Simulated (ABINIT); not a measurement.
Runs of ABINIT 10.8.3 (patched build) on P. The structure is orthorhombic, space group Cmce (No. 64). The conventional cell has a = 3.295 Å, b = 10.930 Å, c = 4.544 Å, α = 90.00°, β = 90.00°, γ = 90.00°. P (site symmetry m) has 3 P at 2.20 to 2.25 Å as nearest neighbours. 

| task | level | potentials or basis | cell | cutoff (eV) | cell freedom (optcell) | optimiser (ionmov) | cutoff smearing ecutsm (Ha) | force stop (Ha/bohr) | stop of the response cycle (tolvrs) | mesh quality | gap on the mesh (eV) | pressure (GPa) | largest force (eV/Å) |
| --- | --- | --- | --- | --- | --- | --- | --- | --- | --- | --- | --- | --- | --- |
| relaxation of cell and atoms | LDA | PseudoDojo NC SR LDA v0.4.1 standard | relaxed | 653 | 2 | 2 | 0.5 | 2e-05 | - | not flagged | none | 0.0 | - |
| single point | LDA | PseudoDojo NC SR LDA v0.4.1 standard | cell relaxed | 653 | - | - | - | - | - | coarse | none | 0.0 | - |
| single point | PBEsol | PseudoDojo NC SR PBEsol v0.4.1 standard | as given | 490 | - | - | - | - | - | not flagged | none | (a) | 0.31 |
| single point | LDA | PseudoDojo NC SR LDA v0.4.1 standard | as given | 490 | - | - | - | - | - | not flagged | none | -2.3 | 0.19 |
| phonons | LDA | PseudoDojo NC SR LDA v0.4.1 standard | as given | 490 | - | - | - | - | 1e-09 | not flagged | none | -2.3 | 0.19 |

Alike in all rows: no spin polarisation; k mesh 6 × 6 × 4; smearing fermi-dirac 0.05 eV.

Q: Fill in the values left out.

A: (a) -0.6.

Caveats: some runs use coarse meshes; the cutoff is short for stress, so the pressure is rough (some runs); the mesh is coarse for a metal's response (some runs).

A gap of «none» marks a metal or a gap under the smearing width.

Runs at the PBE level aren't shown here.
